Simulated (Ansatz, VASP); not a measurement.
## B3As2: VASP beside Ansatz

The input INCAR:

```
SYSTEM = B3As2
PREC = Accurate ; ENCUT = 520
EDIFF = 1E-6 ; ISMEAR = 0
SIGMA = 0.1 ; LREAL = .False.
LASPH = .True. ; NELM = 60
ALGO = Normal ; ISIF = 2
LWAVE = .False. ; LCHARG = .True.
GGA = PE ; LELF = .True.
LVHAR = .True. ; NBANDS = 18
```

KPOINTS

```
Automatic mesh
0
Gamma
  6 6 4
  0 0 0
```

POSCAR

```
B3As2
1.0
    4.1057261500      0.0000000000      0.0000000000
   -2.0528630800      3.5556631500      0.0000000000
    0.0000000000      0.0000000000      5.0416950800
B As
3 2
Direct
    0.0000000000      0.0000000000      0.0000000000
    0.3333333300      0.6666666700      0.6449289300
    0.6666666700      0.3333333300      0.3550710700
    0.3333333300      0.6666666700      0.1568725000
    0.6666666700      0.3333333300      0.8431275000
```

Input for Ansatz:

```yaml
crystal:
  lattice:
    - [4.10572615, 0.0, 0.0]
    - [-2.05286308, 3.55566315, 0.0]
    - [0.0, 0.0, 5.04169508]
  atoms:
    - { symbol: B, position: [0.0, 0.0, 0.0] }
    - { symbol: B, position: [0.33333333, 0.66666667, 0.64492893] }
    - { symbol: B, position: [0.66666667, 0.33333333, 0.35507107] }
    - { symbol: As, position: [0.33333333, 0.66666667, 0.1568725] }
    - { symbol: As, position: [0.66666667, 0.33333333, 0.8431275] }
basis:
  ecutwfc: 420
kpoints:
  mp_grid: { grid: [6, 6, 4] }
hamiltonian:
  xc: pbe
scf:
  occupations: { method: gaussian, width: 0.1 }
  lower_state_search: "off"
output:
  forces: true
  stress: true
  eigenvalues: true
```

Change from the starting cell: species swapped into the Al3Pd2 type (P-3m1, No. 164).

Alike in both runs: task single point; functional PBE; k mesh 6 × 6 × 4; occupations gaussian, width 0.1 eV; no spin polarisation.

```csv
,VASP,Ansatz
version,VASP 6.6.1,Ansatz 0.2.0
potentials or method,"VASP PAW PBE potentials, release 64 (B, As)","scalar-relativistic, plane waves, PAW"
plane-wave cutoff (eV),520,420
valence electrons in the cell,19,39
```

```csv
,VASP,Ansatz,Ansatz less VASP
gap on the k mesh at the Fermi level (eV),none,none,-
pressure (GPa),-9.3,-9.4,-0.09
largest component of the traceless stress (GPa),4.49,4.48,-0.009
rms of the force components (eV/Å),0.922,0.920,-0.0020
```

Atom by atom the forces differ by 0.002 eV/Å (rms over components). A gap of «none» marks a metal or a gap that the smearing closes. The two sets of potentials don't hold the same shells in valence.

Caveats: forces of over 1 eV/Å show positions far from the minimum, so gaps and moduli don't describe the material at rest.
